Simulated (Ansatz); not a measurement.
# ZrH in Ansatz: convergence with k mesh

Input of the first run (k mesh 3 × 3 × 2); the others differ in this setting and in those tied to it:

The input input.yaml:

```yaml
crystal:
  lattice:
    - [3.2427916985, 0.0, 0.0]
    - [0.0, 3.2427916985, 0.0]
    - [0.0, 0.0, 4.948]
  atoms:
    - { symbol: Zr, position: [0.5, 0.0, 0.5] }
    - { symbol: Zr, position: [0.0, 0.5, 0.0] }
    - { symbol: H, position: [0.0, 0.0, 0.25] }
    - { symbol: H, position: [0.0, 0.0, 0.75] }
hamiltonian:
  xc: pbesol
  pseudopotentials: { kind: paw }
kpoints:
  mp_grid: { grid: [3, 3, 2] }
scf:
  occupations: { method: gaussian, width: 0.05 }
output:
  forces: true
  stress: true
  eigenvalues: true
```

Potentials or basis: Ansatz PAW.

Run with:

```bash
$ ansatz run input.yaml --threads 2 --pin off --max-ram 5632MiB --backend cpu --events-out ev --progress --plain --runs-dir out
```

Hardware: 2 threads of Arm Neoverse V1, on a shared host.

The values tried are 3 × 3 × 2, 4 × 4 × 3, 5 × 5 × 3, 6 × 6 × 4, 7 × 7 × 5, 9 × 9 × 6, 11 × 11 × 8, 13 × 13 × 9, loosest first. From which on does the energy stay within 1 meV/atom of the tightest run that finished?

From 11 × 11 × 8 on.

```tsv
k mesh	energy less the tightest run, at zero smearing (meV/atom)	pressure (GPa)	SCF cycles	CPU time (s)	peak memory (GiB)
3 × 3 × 2	4.56	-2.98	6	0.74	0.27
4 × 4 × 3	-10.00	-2.74	6	0.95	0.28
5 × 5 × 3	-0.70	-2.24	6	1.1	0.28
6 × 6 × 4	1.39	-2.60	6	1.7	0.31
7 × 7 × 5	-0.01	-2.47	6	1.6	0.31
9 × 9 × 6	1.71	-2.58	6	2.8	0.33
11 × 11 × 8	-0.05	-2.63	6	4.6	0.36
13 × 13 × 9	0.00	-2.52	6	6.3	0.38
```

Not settled before the last step: the pressure (to 0.1 GPa). Meshes of other sizes hit other points, so gaps and Fermi surfaces needn't settle smoothly. The tightest run that finished is the yardstick and may itself not be fully converged.

Caveat, for the tightest run too: the PAW data sets come from PBE, with cores solved anew for the run's functional, which leaves a small shift of forces and pressure.
